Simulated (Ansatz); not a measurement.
Crystal: Fe.

```
Fe
1.0
     0.00000    1.94174    1.96511
     1.49844    0.00000    1.96511
     1.49844    1.94174    0.00000
Fe
1
Direct
  0.00000 0.00000 0.00000
```

```yaml
Program: Ansatz 0.2.0
Task: relaxation of cell and atoms
Functional: revPBE
Dispersion: D3(BJ)
Potentials_or_basis: Ansatz PAW
Cutoff: "420 eV (not typed: the program's choice for these potentials)"
k_mesh: 13 × 13 × 13
Occupations: fermi-dirac, width 0.05 eV
Spin: collinear spin, ferromagnetic start
Starting_moments: "[3.0] μB"
```

At the start: volume 11.44 Å³/atom.

Question: Where does the relaxation end?

Answer: It ends after 8 steps and the volume is 10.98 Å³/atom (-4.0 %); space group Im-3m (No. 229, to 0.05 Å); moment 2.09 μB per cell.

Step by step:
```
step  energy change (eV)  largest force (eV/Å)  volume (Å³)
   1              0.0000                0.0000        11.44
   2             -0.0186                0.0000        11.21
   3             -0.0289                0.0000        10.88
   4             -0.0299                0.0000        11.00
   5             -0.0299                0.0000        10.98
   6             -0.0294                0.0000        10.98
   7             -0.0294                0.0000        10.98
   8             -0.0294                0.0000        10.98
```

Final structure:
```xyz
1
Lattice="0.0000 1.9802 1.9802 1.4002 0.0000 1.9802 1.4002 1.9802 0.0000" Properties=species:S:1:pos:R:3 pbc="T T T"
Fe    0.0000    0.0000    0.0000
```

Caveat: the plane-wave basis is chosen anew once the cell has moved, so the energies of steps on either side of that aren't comparable; pairwise dispersion overbinds metals, which lowers pressure and volume; the PAW data sets come from PBE, with cores solved anew for the run's functional, which leaves a small shift of forces and pressure.
